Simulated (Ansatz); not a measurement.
MgB2H8 — quadrupolar parameters

The cell is a computed structure from the Materials Project (it need not be an observed phase), taken as it stands.

Space group I4_1/acd:1 (No. 142); a = 7.7332, c = 12.3631 Å.

| site | Wyckoff | site symmetry | x | y | z |
| --- | --- | --- | --- | --- | --- |
| Mg | 8b | 2.22 | 0.0000 | 0.0000 | 0.2500 |
| B | 16e | .2. | 0.2500 | 0.4671 | 0.1250 |
| H13 | 32g | 1 | 0.2521 | 0.5614 | 0.0449 |
| H29 | 32g | 1 | 0.3767 | 0.3735 | 0.1191 |

One atom of each set is listed; the run and its k-mesh use a cell of 44 atoms with edges of 8.25, 8.25, 8.25 Å.

Computed with Ansatz: DFT, r2SCAN, plane waves and PAW, scalar-relativistic, 500 eV cutoff, Γ-centred 5×5×5 k-points, Fermi–Dirac smearing 0.02 eV.

V_zz is the principal component of the electric field gradient with the largest magnitude, η = (V_xx − V_yy)/V_zz and C_Q = eQV_zz/h.

Mg-25: I = 5/2, Q = 199.4 mb; ¹⁰B: I = 3, Q = 84.59 mb; ²H: I = 1, Q = 2.858 mb. Nuclear quadrupole moments: year-2017 set (Pyykkö).

Problem. What field gradients does the calculation give at each kind of site?

Solution. 

| site | atoms | first shell | V_zz (10²¹ V/m²) | η | C_Q (MHz) |
| --- | --- | --- | --- | --- | --- |
| Mg | 4 | 8 H at 2.08–2.12 Å | -0.30 | 0.61 | -1.47 |
| B | 8 | 4 H at 1.22–1.23 Å | 0.33 | 0.00 | 0.685 |
| H13 | 16 | 1 B at 1.23 Å; also 1 Mg at 2.08 Å | 1.66 | 0.21 | 0.115 |
| H29 | 16 | 1 B at 1.22 Å | 1.77 | 0.20 | 0.122 |

At H13 and H29 V_zz points along its bond to B (within 4°) in each case.

The lattice is static: at room temperature BH₄ may turn and average the couplings of its hydrogen.

Hardware: 1 thread of Arm Neoverse V2 (aarch64; 8 cores open to the job, memory cap 2.5 GiB, no GPU), a shared host with a load of 0.7 a core. Wall time 98 s, CPU time 98 s, peak memory 2 GiB.
